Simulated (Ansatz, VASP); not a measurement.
**Be4Se in VASP and in Ansatz**

```xyz
5
Lattice="3.9580 0.0000 0.0000 0.0000 3.9580 0.0000 0.0000 0.0000 3.9580" Properties=species:S:1:pos:R:3 pbc="T T T"
Be    0.0000    0.0000    0.0000
Be    1.9790    0.0000    0.0000
Be    0.0000    1.9790    0.0000
Be    0.0000    0.0000    1.9790
Se    1.9790    1.9790    1.9790
```

Alike in both runs: functional PBE; k mesh 4 × 4 × 4; occupations gaussian, width 0.1 eV; no spin polarisation.

Ansatz relaxed the structure, and its values are those at the end. VASP's run is a single point on that final structure, the one shown.

|  | VASP | Ansatz |
| --- | --- | --- |
| version | VASP 6.6.1 | Ansatz 0.2.0 |
| potentials or method | VASP PAW PBE potentials, release 64 (Be, Se) | scalar-relativistic, plane waves, PAW |
| plane-wave cutoff (eV) | 520 | 420 |
| valence electrons in the cell | 14 | 24 |

VASP gave:

- gap on the k mesh at the Fermi level (eV): none
- pressure (GPa): -0.2

**Question.** Estimate Ansatz's values.

**Answer.** gap on the k mesh at the Fermi level (eV): none; pressure (GPa): -0.3.

A gap of «none» marks a metal or a gap that the smearing closes. The two sets of potentials don't hold the same shells in valence.

Caveats: the k mesh is coarse (spacing up to 0.40 Å⁻¹), so the values aren't converged.
